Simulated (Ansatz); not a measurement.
Input and command of a plane-wave DFT calculation in Ansatz:

```yaml
crystal:
  lattice:
    - [3.143797, 0.0, 0.0]
    - [-1.571898, 2.722608, 0.0]
    - [0.0, 0.0, 7.700698]
  atoms:
    - { symbol: Ta, position: [0.0, 0.0, 0.0] }
    - { symbol: C, position: [0.66666667, 0.33333333, 0.16666667] }
    - { symbol: Ta, position: [0.33333333, 0.66666667, 0.33333333] }
    - { symbol: C, position: [0.0, 0.0, 0.5] }
    - { symbol: Ta, position: [0.66666667, 0.33333333, 0.66666667] }
    - { symbol: C, position: [0.33333333, 0.66666667, 0.83333333] }
basis:
  ecutwfc: 420
kpoints:
  mp_grid: { grid: [6, 6, 4] }
hamiltonian:
  xc: pbe
scf:
  occupations: { method: gaussian, width: 0.1 }
output:
  forces: true
  stress: true
  eigenvalues: true
```

```bash
ansatz run input.yaml --threads 1 --pin off --max-ram 2560MiB --backend cpu --events-out ev --progress --plain --runs-dir out
```

Processor: Arm Neoverse N1, 1 thread, on a host shared with other jobs.

Task: How long does it run, and how much memory does it take?

Result: About 4.9 s on 1 thread of Arm Neoverse N1 (shared host), peak memory 0.33 GiB. It solves 32 bands at 24 k points (the mesh reduced by the symmetry that the task leaves, which can be less than the crystal's) with about 1261 plane waves, in 6 SCF iterations.
